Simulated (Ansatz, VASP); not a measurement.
One calculation of CuI (Marshite), two programs

The input POSCAR:

```
CuI
1.0
    0.0000000000      3.0415552411      3.0415552411
    3.0415552411      0.0000000000      3.0415552411
    3.0415552411      3.0415552411      0.0000000000
Cu I
1 1
Direct
    0.2500000000      0.2500000000      0.2500000000
    0.0000000000      0.0000000000      0.0000000000
```

Contents of INCAR.step1:

```
  ALGO = Normal
  EDIFF = 1E-4
  ENCUT = 520
  GGA = PE
  ISMEAR = 0
  LASPH = T
  LCHARG = F
  LREAL = F
  LWAVE = T
  NBANDS = 16
  NELM = 80
  PREC = Accurate
  SIGMA = 0.02
```

File INCAR.step2:

```
  ALGO = Normal
  EDIFF = 1E-6
  ENCUT = 520
  ISIF = 2
  ISMEAR = 0
  ISTART = 1
  LASPH = T
  LCHARG = F
  LMIXTAU = T
  LREAL = F
  LWAVE = F
  METAGGA = R2SCAN
  NBANDS = 16
  NELM = 80
  PREC = Accurate
  SIGMA = 0.02
```

File KPOINTS:

```
k-points
0
Gamma
  8 8 8
```

Input for Ansatz:

```yaml
crystal:
  lattice:
    - [0.0, 3.0415552411, 3.0415552411]
    - [3.0415552411, 0.0, 3.0415552411]
    - [3.0415552411, 3.0415552411, 0.0]
  atoms:
    - { symbol: Cu, position: [0.25, 0.25, 0.25] }
    - { symbol: I, position: [0.0, 0.0, 0.0] }
basis:
  ecutwfc: 500
kpoints:
  mp_grid: { grid: [8, 8, 8] }
hamiltonian:
  xc: r2scan
scf:
  occupations: { method: gaussian, width: 0.02 }
output:
  forces: true
  stress: true
  eigenvalues: true
```

Alike in both runs: task single point; functional r2SCAN; k mesh 8 × 8 × 8; occupations gaussian, width 0.02 eV; no spin polarisation.

|  | VASP | Ansatz |
| --- | --- | --- |
| version | VASP 6.6.1 | Ansatz 0.2.0 |
| potentials or method | VASP PAW PBE potentials, release 64 (Cu, I) | scalar-relativistic, plane waves, PAW |
| plane-wave cutoff (eV) | 520 | 500 |
| valence electrons in the cell | 18 | 36 |

```tsv
	VASP	Ansatz	Ansatz less VASP
gap on the k mesh at the Fermi level (eV)	1.59	1.58	-0.003
least direct gap on the mesh (eV)	1.59	1.58	-0.003
pressure (GPa)	-1.3	-1.2	+0.04
```

The two sets of potentials don't hold the same shells in valence.

Caveats: the PAW data sets were made with another functional, which shifts forces and pressure a little (VASP); spin-orbit coupling is left out, which moves the levels of the heavy elements. r2SCAN opens gaps a little over a GGA but as a rule still falls short of measured ones.
